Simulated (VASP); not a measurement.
TiC, 2 atoms in the cell. The structure is hexagonal, space group P-6m2 (No. 187). Conventional cell: a = 3.042 Å, b = 3.042 Å, c = 2.698 Å, α = 90.00°, β = 90.00°, γ = 120.00°. Ti (site symmetry -6m2) has 6 C at 2.21 Å as nearest neighbours. C (site symmetry -6m2) has 6 Ti at 2.21 Å as nearest neighbours. The cell was built by a generator and needn't be a form met in nature.

- Program: VASP 6.6.1
- Task: relaxation of cell and atoms
- Functional: BLYP
- Dispersion: D3
- Potentials or basis: VASP PAW PBE potentials, release 64 (Ti_sv, C)
- Cutoff: 600 eV
- k mesh: 10 × 10 × 10
- Occupations: fermi-dirac, width 0.05 eV
- Spin: no spin polarisation
- Further INCAR settings: ALGO = Normal; EDIFF = 1e-06; IBRION = 2; EDIFFG = -0.02; NSW = 40; ISIF = 3

Potentials or basis: VASP PAW PBE potentials, release 64 (Ti_sv, C).

The run is started by

```sh
$ cat potpaw_PBE.64/Ti_sv/POTCAR potpaw_PBE.64/C/POTCAR > POTCAR
$ mpirun -np 1 vasp_std > vasp.out
```

Hardware: 1 thread of AMD EPYC 9R45 (Zen 5), with other jobs on the host.

Task: How long does it take, and how much memory?

Result: It took 100 s on 1 thread of AMD EPYC 9R45 (Zen 5) (shared host), peak memory 0.17 GiB. Counts: scf iterations 33, k points 186, ion steps 3.
